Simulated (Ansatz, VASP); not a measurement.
# Co: VASP beside Ansatz

```
Co
1.0
     1.22423    0.70681    5.98219
    -1.22423    0.70681    5.98219
     0.00000   -1.41362    5.98219
Co
3
Direct
  0.00000 0.00000 0.00000
  0.22185 0.22185 0.22185
  0.77815 0.77815 0.77815
```

Alike in both runs: functional PBEsol; k mesh 9 × 9 × 9; occupations gaussian, width 0.1 eV; collinear spin.

Ansatz relaxed the structure, and its values are those at the end. VASP's run is a single point on that final structure, the one shown.

|  | VASP | Ansatz |
| --- | --- | --- |
| version | VASP 6.6.1 | Ansatz 0.2.0 |
| potentials or method | VASP PAW PBE potentials, release 64 (Co) | scalar-relativistic, plane waves, PAW |
| plane-wave cutoff (eV) | 520 | 420 |
| valence electrons in the cell | 27 | 51 |

```csv
,VASP,Ansatz,Ansatz less VASP
gap on the k mesh at the Fermi level (eV),none,none,-
pressure (GPa),-1.1,-0.1,+1.00
rms of the force components (eV/Å),0.004,0.000,-0.0035
net moment per atom (μB),1.53,1.54,+0.004
size of the moment on the site where the two differ most (μB),1.53,1.59,+0.060
```

Site moments also hang on the region over which each program counts them. A gap of «none» marks a metal or a gap that the smearing closes. The functional is the same, so the differences come from potentials, cutoffs and numerics. The two sets of potentials don't hold the same shells in valence.

Caveats: the PAW data sets were made with another functional, which shifts forces and pressure a little (VASP).
